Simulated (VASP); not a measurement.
# Rb (Fm-3m) in VASP: further runs

The runs below take Rb through single point, with r2SCAN.

Program: VASP 6.6.1. These are calculated values, not measurements. Logs are shortened: lines on timing, memory, paths and dates and some standing lists are left out, and cuts for length are marked.

### 1 The crystal as given

It takes space group Fm-3m (No. 225, cubic). The conventional cell has a = 7.280 Å, b = 7.280 Å, c = 7.280 Å, α = 90.00°, β = 90.00°, γ = 90.00°.

This isn't the form of Rb at room conditions, which is bcc.

### 2 Single point, r2SCAN

File INCAR:

```
  PREC = Accurate
  ENCUT = 550
  EDIFF = 1E-6
  ISMEAR = -1
  SIGMA = 0.15
  LREAL = F
  LASPH = T
  NELM = 100
  ALGO = Normal
  ISIF = 2
  LWAVE = F
  LCHARG = F
  METAGGA = R2SCAN
  LMIXTAU = T
  ADDGRID = F
```

File KPOINTS:

```
Automatic mesh
0
Gamma
  4 4 4
```

File POSCAR:

```
Rb
1.0
    0.0000000000      3.6398846700      3.6398846700
    3.6398846700      0.0000000000      3.6398846700
    3.6398846700      3.6398846700      0.0000000000
Rb
1
Direct
    0.0000000000      0.0000000000      0.0000000000
```

Potentials or basis: VASP PAW PBE potentials, release 64 (Rb_sv).

The run is started by

```
$ cat potpaw_PBE.64/Rb_sv/POTCAR > POTCAR
$ mpirun -np 1 vasp_std > vasp.out
```

OUTCAR:

```text
PREC = Accurate
   ENCUT = 550
   EDIFF = 1E-6
   ISMEAR = -1
   LREAL = F
   LASPH = T
   NELM = 100
   ISIF = 2
   METAGGA = R2SCAN

 Found      8 irreducible k-points:

 Following reciprocal coordinates:
            Coordinates               Weight
  0.000000  0.000000  0.000000      1.000000
  0.250000  0.000000  0.000000      8.000000
  0.500000  0.000000  0.000000      4.000000
  0.250000  0.250000  0.000000      6.000000
  0.500000  0.250000  0.000000     24.000000
 -0.250000  0.250000  0.000000     12.000000
   k-points           NKPTS =      8   k-points in BZ     NKDIM =      8   number of bands    NBANDS=      8
   number of dos      NEDOS =    301   number of ions     NIONS =      1
   total plane-waves  NPLWV =  64000
   dimension x,y,z NGX =    40 NGY =   40 NGZ =   40
   dimension x,y,z NGXF=    80 NGYF=   80 NGZF=   80
   ions per type =               1
   NGX,Y,Z   is equivalent  to a cutoff of  12.92, 12.92, 12.92 a.u.
   NGXF,Y,Z  is equivalent  to a cutoff of  25.84, 25.84, 25.84 a.u.
 SYSTEM =  unknown system
   PREC   = accura    normal or accurate (medium, high low for compatibility)
   ISTART =      0    job   : 0-new  1-cont  2-samecut
   ICHARG =      2    charge: 1-file 2-atom 10-const
   ISPIN  =      1    spin polarized calculation?
   LNONCOLLINEAR =      F non collinear calculations
   LSORBIT =      F    spin-orbit coupling
   LASPH  =      T    aspherical Exc in radial PAW
   ENCUT  =  550.0 eV  40.42 Ry    6.36 a.u.   9.84  9.84  9.84*2*pi/ulx,y,z
   NELM   =    100;   NELMIN=  2; NELMDL= -5     # of ELM steps
   EDIFF  = 0.1E-05   stopping-criterion for ELM
   LREAL  =      F    real-space projection
   EDIFFG = 0.1E-04   stopping-criterion for IOM
   NSW    =      0    number of steps for IOM
   IBRION =     -1    ionic relax: 0-MD 1-quasi-New 2-CG
   NFREE  =      0    steps in history (QN), initial steepest desc. (CG)
   ISIF   =      2    stress and relaxation
   ISYM   =      2    0-nonsym 1-usesym 2-fastsym
   POTIM  = 0.5000    time-step for ionic-motion
   TEBEG  =    0.0;   TEEND  =   0.0 temperature during run
   PSTRESS=    0.0 pullay stress
   NELECT =       9.0000    total number of electrons
   NUPDOWN=      -1.0000    fix difference up-down
   EMIN   =  10.00;   EMAX   =-10.00  energy-range for DOS
   EFERMI =   0.00;   METHOD = LEGACY
   ISMEAR =    -1;   SIGMA  =   0.15  broadening in eV -4-tet -1-fermi 0-gaus
   EFERMI_NEDOS =   21; number of points for ismear=-14 and -15
   IALGO  =     38    algorithm
   IMIX   =      4    mixing-type and parameters
     AMIX     =   0.40;   BMIX     =  1.00
     AMIX_MAG =   1.60;   BMIX_MAG =  1.00
  volume/ion in A,a.u.               =      96.45       650.86
  Fermi-wavevector in a.u.,A,eV,Ry     =   0.742548  1.403213  7.501953  0.551378
  Thomas-Fermi vector in A             =   1.837453
   LORBIT       =      0    0 simple, 1 ext, 2 COOP (PROOUT), +10 PAW based schemes
   METAGGA = R2SCAN    functional components
   LHFCALC =     F    Hartree Fock is set to
   AEXX    =    0.0000 exact exchange contribution
   IVDW    =     0    specifies the selected vdW correction
   LEPSILON=     F    determine dielectric tensor
   LRPA    =     F    only Hartree local field effects (RPA)
 non-spin polarized calculation
  energy-cutoff  :      550.00
  volume of cell :       96.45
 maximum number of plane-waves:      2840
   NGX = 19   NGY = 19   NGZ = 19

 number of electron       9.0000000 magnetization

 Free energy of the ion-electron system (eV)
  ---------------------------------------------------
  ext. energy  EPLUGINS =         0.00000000
  ---------------------------------------------------
  free energy    TOTEN  =       -13.91917593 eV

  energy without entropy =      -13.83084092  energy(sigma->0) =      -13.87500842

 E-fermi :  -0.0168     XC(G=0):  -5.5824

 val. band max:       -0.3663391622   @ k =  -0.2500   0.2500   0.0000
 cond. band min:       0.1767860733   @ k =   0.5000   0.2500   0.0000
 fundamental gap:      0.5431252356
 Fermi energy:        -0.0168167429

 k-point     1 :       0.0000    0.0000    0.0000
  band No.  band energies     occupation
      1     -30.1622      2.00000
      2     -13.6574      2.00000
      3     -13.6574      2.00000
      4     -13.6574      2.00000
      5      -2.0787      2.00000
      6       3.9021      0.00000
      7       3.9021      0.00000
      8       3.9021      0.00000

 k-point     2 :       0.2500    0.0000    0.0000
  band No.  band energies     occupation
      1     -30.1607      2.00000
      2     -13.6977      2.00000
      3     -13.6628      2.00000
      4     -13.6628      2.00000
      5      -1.3974      1.99980
      6       2.4240      0.00000
      7       3.9505      0.00000
      8       3.9505      0.00000

 k-point     3 :       0.5000    0.0000    0.0000
  band No.  band energies     occupation
      1     -30.1591      2.00000
      2     -13.7372      2.00000
      3     -13.6682      2.00000
      4     -13.6682      2.00000
      5       0.2120      0.35741
      6       0.4830      0.06897
      7       3.6619      0.00000
      8       3.6619      0.00000

 k-point     4 :       0.2500    0.2500    0.0000
  band No.  band energies     occupation
      1     -30.1601      2.00000
      2     -13.6960      2.00000
      3     -13.6718      2.00000
      4     -13.6718      2.00000
      5      -1.1806      1.99915
      6       2.6288      0.00000
      7       3.2833      0.00000
      8       4.0925      0.00000

 k-point     5 :       0.5000    0.2500    0.0000
  band No.  band energies     occupation
      1     -30.1586      2.00000
      2     -13.7233      2.00000
      3     -13.6888      2.00000
      4     -13.6772      2.00000
      5       0.1768      0.43147
      6       1.3679      0.00020
      7       2.3887      0.00000
      8       4.0429      0.00000

 k-point     6 :      -0.2500    0.2500    0.0000
  band No.  band energies     occupation
      1     -30.1591      2.00000
      2     -13.7145      2.00000
      3     -13.6906      2.00000
      4     -13.6682      2.00000
      5      -0.3663      1.82269
      6       1.9194      0.00000
      7       2.3227      0.00000
      8       4.0577      0.00000

 [... further k-points ...]

------------------------ aborting loop because EDIFF is reached ----------------------------------------

  FORCE on cell =-STRESS in cart. coord.  units (eV):
  Direction    XX          YY          ZZ          XY          YZ          ZX
  --------------------------------------------------------------------------------------
  -------------------------------------------------------------------------------------
  Total        0.0186924      0.0186924      0.0186924     -0.0000000     -0.0000000      0.0000000
  in kB        0.3105145      0.3105145      0.3105145     -0.0000000     -0.0000000      0.0000000
  external PRESSURE =       0.3105145 kB  Pullay stress =       0.0000000 kB

 VOLUME and BASIS-vectors are now :
 -----------------------------------------------------------------------------
  energy-cutoff  :      550.00
  volume of cell :       96.45
      direct lattice vectors                 reciprocal lattice vectors
     0.000000000  3.639884670  3.639884670    -0.137366990  0.137366990  0.137366990
     3.639884670  0.000000000  3.639884670     0.137366990 -0.137366990  0.137366990
     3.639884670  3.639884670  0.000000000     0.137366990  0.137366990 -0.137366990

 POSITION                                       TOTAL-FORCE (eV/Angst)
 -----------------------------------------------------------------------------------
      0.00000      0.00000      0.00000        -0.000000      0.000000     -0.000000
 -----------------------------------------------------------------------------------
    total drift:                               -0.000000     -0.000000     -0.000000

  FREE ENERGIE OF THE ION-ELECTRON SYSTEM (eV)
  ---------------------------------------------------
  free  energy   TOTEN  =       -13.9191759269 eV

  energy  without entropy=      -13.8308409191  energy(sigma->0) =      -13.87500842
```

Run time: 34 s. Hardware: 1 thread of Intel Xeon 6975P-C (Granite Rapids), shared host; peak memory 0.25 GiB.

These settings aren't checked as converged: the numbers below hold their error.

Results:

| Property | Result |
| --- | --- |
| Free energy | -13.9192 eV |
| Pressure | 0.0 GPa |
| Band gap on the k mesh | none (metal or under the smearing width) |

Caveat: the k mesh is coarse (spacing up to 0.37 Å⁻¹), so the values aren't converged; the PAW data sets were made with another functional, which shifts forces and pressure a little.

### 3 Single point, r2SCAN

INCAR is that of step 2.

KPOINTS is that of step 2.

File POSCAR:

```
Rb
1.0
    0.0790870000      3.6559800000      3.6130310000
    3.6559400000      0.0406780000      3.6514400000
    3.6810400000      3.7194890000      0.0155780000
Rb
1
Direct
   -0.0191540000      0.0033960000      0.0084760000
```

Potentials or basis: VASP PAW PBE potentials, release 64 (Rb_sv).

The run is started by

```
$ cat potpaw_PBE.64/Rb_sv/POTCAR > POTCAR
$ mpirun -np 1 vasp_std > vasp.out
```

It took 2.3 min on 1 thread of Intel Xeon 6975P-C (Granite Rapids), shared host; peak memory 0.27 GiB.

The run converged, but some of its settings lie outside the range that counts as converged, so its numbers aren't taken as properties of the crystal.

Results:

```yaml
Free_energy: -13.9188 eV
Pressure: 0.1 GPa
Band_gap_on_the_k_mesh: none (metal or under the smearing width)
```

Caveat: the k mesh is coarse (spacing up to 0.38 Å⁻¹), so the values aren't converged; the PAW data sets were made with another functional, which shifts forces and pressure a little.

### 4 Single point, r2SCAN

Changes to INCAR since step 3:

```diff
@@ -1,3 +1,3 @@
   PREC = Accurate
-  ENCUT = 550
+  ENCUT = 700
   EDIFF = 1E-6
```

KPOINTS is that of step 3.

File POSCAR:

```
Rb
1.0
    0.0000000000      3.6398846700      3.6398846700
    3.6398846700      0.0000000000      3.6398846700
    3.6398846700      3.6398846700      0.0000000000
Rb
1
Direct
    0.0000000000      0.0000000000      0.0000000000
```

The run is started by

```
$ cat potpaw_PBE.64/Rb_sv/POTCAR > POTCAR
$ mpirun -np 1 vasp_std > vasp.out
```

Run time: 75 s. Hardware: 1 thread of Intel Xeon 6975P-C (Granite Rapids), shared host; peak memory 0.35 GiB.

These settings aren't checked as converged: the numbers below hold their error.

What came out:

```
Free energy            : -13.9190 eV
Pressure               : 0.0 GPa
Band gap on the k mesh : none (metal or under the smearing width)
```

Caveat: the k mesh is coarse (spacing up to 0.37 Å⁻¹), so the values aren't converged; the PAW data sets were made with another functional, which shifts forces and pressure a little.

### 5 Single point, r2SCAN

INCAR is that of step 4.

KPOINTS is that of step 4.

File POSCAR:

```
Rb
1.0
    0.0790870000      3.6559800000      3.6130310000
    3.6559400000      0.0406780000      3.6514400000
    3.6810400000      3.7194890000      0.0155780000
Rb
1
Direct
   -0.0191540000      0.0033960000      0.0084760000
```

The run is started by

```
$ cat potpaw_PBE.64/Rb_sv/POTCAR > POTCAR
$ mpirun -np 1 vasp_std > vasp.out
```

Run time: 3.9 min. Hardware: 1 thread of Intel Xeon 6975P-C (Granite Rapids), shared host; peak memory 0.38 GiB.

The run converged, but some of its settings lie outside the range that counts as converged, so its numbers aren't taken as properties of the crystal.

What came out:

- Free energy: -13.9186 eV
- Pressure: 0.0 GPa
- Band gap on the k mesh: none (metal or under the smearing width)

Caveat: the k mesh is coarse (spacing up to 0.38 Å⁻¹), so the values aren't converged; the PAW data sets were made with another functional, which shifts forces and pressure a little.

(Part 1 of 2 ends here.)
